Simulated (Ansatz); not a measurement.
## BaTe: two-dimensional strain map

All numbers below come from DFT r2SCAN, scalar-relativistic, plane waves, PAW in Ansatz 0.2.0. Cutoff 500 eV, Γ-centred 6×6×6 k-points, Gaussian smearing of 0.05 eV. Spin–orbit coupling is left out, which matters for the heavy elements here. No spin polarisation. Energies are free energies at this smearing, counted from the undisturbed cell; pressure is positive in compression.

Zero of the scan (as given, not relaxed at this level; it stands at -0.5 GPa; this CsCl-type form isn't the usual structure):

```
Ba Te
1.0
     4.26247    0.00000    0.00000
     0.00000    4.26247    0.00000
     0.00000    0.00000    4.26247
Ba Te
1 1
Cartesian
  0.0000 0.0000 0.0000
  2.1312 2.1312 2.1312
```

The cell is strained by p along both x and y and by q along z, fractional coordinates fixed. Points are written (p, q).

Energy above the undisturbed cell in meV/atom (a dash: not computed):

| p \ q | -0.080 | 0.000 | 0.080 |
| --- | --- | --- | --- |
| -0.080 | 272.7 | 147.6 | 178.8 |
| 0.000 | 63.5 | 0.0 | 66.7 |
| 0.080 | 188.9 | 136.5 | – |

Pressure in GPa:

```
 p \ q  -0.080  0.000  0.080
-0.080    13.4    7.2    2.9
 0.000     2.8   -0.5   -2.5
 0.080    -2.3   -4.0      –
```

Gap on the k-mesh in eV:

```csv
p \ q,-0.080,0.000,0.080
-0.080,0.56,0.37,0.00
0.000,0.39,1.22,1.00
0.080,0.00,0.88,–
```

Where the gap reads zero the k-mesh, chosen for the insulator, is on the coarse side.